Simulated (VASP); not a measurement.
MgF2 (rutile): the bulk modulus from VASP (plane waves, PAW) at several levels of theory. Static lattice, third-order Birch-Murnaghan fit over five volumes.

```
level   bulk modulus (GPa)
------  ------------------
LDA                    118
PBE                   92.1
PBEsol                99.4
TPSS                  93.1
SCAN                   110
r2SCAN                 107
```

The cell of the LDA run:

MgF₂ is taken in the tetragonal space group P4₂/mnm (No. 136), the rutile structure, Pearson symbol tP6. Conventional cell: a = b = 4.5339 Å, c = 3.0035 Å, α = β = γ = 90.00°. Mg on 2a has 6 F at 1.940–1.964 Å (octahedral). F on 4f is coordinated by 3 Mg at 1.940–1.964 Å (trigonal planar). (Neighbours: up to the widest gap in distance over summed covalent radii, below 1.35, at either atom; cation-cation and far metal-metal contacts left out.)

Only levels that ran to the end are used. Left out are those held back, those with too coarse a band path, GW runs whose mesh misses a band edge, hybrids' fits of cells that aren't cubic and levels without matching references; a question may draw on a part of the rest.

The compound is MgF2 in the rutile structure.
